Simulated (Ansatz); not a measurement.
# BN: a line through a two-coordinate scan

How does the energy of BN (R3m, No. 160; 2 atoms in the cell) vary with lattice constant a (and b), at lattice constant c = 9.29 Å?

Program: Ansatz 0.2.0. Level of theory: DFT PBE+D3(BJ), scalar-relativistic, plane waves, PAW. These are calculated values, not measurements.

17 further runs of the same task are left out: 17 set aside as unsound or not needed.

## Step 1: Starting point

The structure is trigonal, space group R3m (No. 160). Conventional cell: a = 2.506 Å, b = 2.506 Å, c = 9.887 Å, α = 90.00°, β = 90.00°, γ = 120.00°. Around B (site symmetry 3m) lie 3 N at 1.45 Å. N (site symmetry 3m) has 3 B at 1.45 Å as nearest neighbours.

As a file:

```cif
data_structure
_symmetry_space_group_name_H-M 'P 1'
_symmetry_Int_Tables_number 1
_cell_length_a 3.5991
_cell_length_b 3.5991
_cell_length_c 3.5991
_cell_angle_alpha 40.741
_cell_angle_beta 40.741
_cell_angle_gamma 40.741
_cell_volume 17.92
loop_
_atom_site_label
_atom_site_type_symbol
_atom_site_fract_x
_atom_site_fract_y
_atom_site_fract_z
_atom_site_occupancy
B1 B 0.99969 0.99969 0.99969 1
N1 N 0.33274 0.33274 0.33274 1
```

It goes back to an entry of the Materials Project, which need not be the stable form.

It is the result of an earlier relaxation at this level (volume 8.96 Å³/atom; gap on the mesh: 4.24 eV).

## Step 2: What is varied

The energy is mapped over the lattice constants a and c of the conventional cell.

First coordinate, lattice constant a (and b): 7 values from 2.430 to 2.581 Å. Second coordinate, lattice constant c: 7 values from 9.00 to 10.78 Å.

Nothing else is relaxed (fractional coordinates fixed). Energies count from the relaxed crystal. Points are written as (first, second).

## Step 3: Point (2.430 Å, 9.29 Å)

input.yaml

```yaml
crystal:
  lattice:
    - [1.21525, 0.7016249146, 3.0978333333]
    - [-1.21525, 0.7016249146, 3.0978333333]
    - [0.0, -1.4032498293, 3.0978333333]
  atoms:
    - { symbol: B, position: [0.9996948958, 0.9996948958, 0.9996948958] }
    - { symbol: "N", position: [0.3327381042, 0.3327381042, 0.3327381042] }
basis:
  ecutwfc: 520.0
kpoints:
  mp_grid: { grid: [12, 12, 12] }
hamiltonian:
  xc: pbe
  pseudopotentials: { kind: paw, azcp: { folder: soft_1 } }
  dispersion: d3bj
scf:
  occupations: { method: gaussian, width: 0.05 }
output:
  forces: true
  stress: true
  eigenvalues: true
```

On the command line:

```console
$ ansatz run input.yaml --threads 1 --pin off --max-ram 2048MiB --backend cpu --events-out ev --progress --plain --runs-dir out
```

Further runs follow: the other points of the line.

Before running it: what results should come out? Wanted: for each run, lattice constant a; energy; slope; pressure; largest force on an atom.

As calculated:

| lattice constant a (and b) (Å) | step | energy (meV/atom) | slope (meV/atom per Å) | pressure (GPa) | band gap on the k-mesh (eV) | largest force on an atom (eV/Å) |
| --- | --- | --- | --- | --- | --- | --- |
| 2.430 | 3 | 62 | −1631 | 27.6 | 4.22 | 0.028 |
| 2.455 | 4 | 29 | −1039 | 17.7 | 4.16 | 0.032 |
| 2.481 | – | 10 | −493 | 8.8 | 4.10 | 0.035 |
| 2.506 | 5 | 3.9 | 10 | 0.7 | 4.03 | 0.039 |
| 2.531 | 6 | 10 | 475 | −6.6 | 3.97 | 0.043 |
| 2.556 | – | 27 | 903 | −13.2 | 3.91 | 0.048 |
| 2.581 | 7 | 55 | 1299 | −19.2 | 3.85 | 0.053 |

Energies count from the relaxed crystal. Rows without a step come from runs not printed here or follow by symmetry. Slopes come from the forces (and the stress, where the cell changes), not from differences of energies.

In words: Along the line the energy is lowest at 2.506 Å, 3.9 meV/atom from the zero. The highest point computed, at 2.430 Å, lies 58 meV/atom above the lowest. This is one cut through a surface in two coordinates; the map's lowest point lies off it.

These are semilocal Kohn-Sham gaps, which aren't the measured quantity. Such gaps usually fall short of the measured ones.
